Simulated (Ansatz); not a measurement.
Input and command of a plane-wave DFT calculation in Ansatz:

```yaml
crystal:
  lattice:
    - [1.9226734295, -1.9226734295, -4.3114047961]
    - [1.9226734295, -1.9226734295, 4.3114047961]
    - [-3.8453468589, -3.8453468589, 0.0]
  atoms:
    - { symbol: Ti, position: [0.0, 0.0, 0.0] }
    - { symbol: Ti, position: [0.5, 0.5, 0.5] }
    - { symbol: Al, position: [0.5, 0.5, 0.0] }
    - { symbol: Al, position: [0.0, 0.0, 0.5] }
    - { symbol: Al, position: [0.0, 0.5, 0.25] }
    - { symbol: Al, position: [0.5, 0.0, 0.75] }
    - { symbol: Al, position: [0.5, 0.0, 0.25] }
    - { symbol: Al, position: [1.0, 0.5, 0.75] }
basis:
  ecutwfc: 420
kpoints:
  mp_grid: { grid: [8, 8, 6] }
hamiltonian:
  xc: pbe
scf:
  occupations: { method: gaussian, width: 0.15 }
output:
  forces: true
  stress: true
  eigenvalues: true
```

```bash
ansatz run input.yaml --threads 2 --pin off --max-ram 5120MiB --backend cpu --events-out ev --progress --plain --runs-dir out
```

Processor: Intel(R) Xeon(R) Platinum 8375C CPU @ 2.90GHz (Ice Lake), 2 threads, on a host shared with other jobs.

Estimate time, memory and problem size.

About 6.3 s on 2 threads of Intel(R) Xeon(R) Platinum 8375C CPU @ 2.90GHz (Ice Lake), on a shared host, peak memory 0.6 GiB. It solves 29 bands at 84 k points (the mesh reduced by the symmetry that the task leaves, which can be less than the crystal's) with about 2525 plane waves, in 6 SCF iterations.
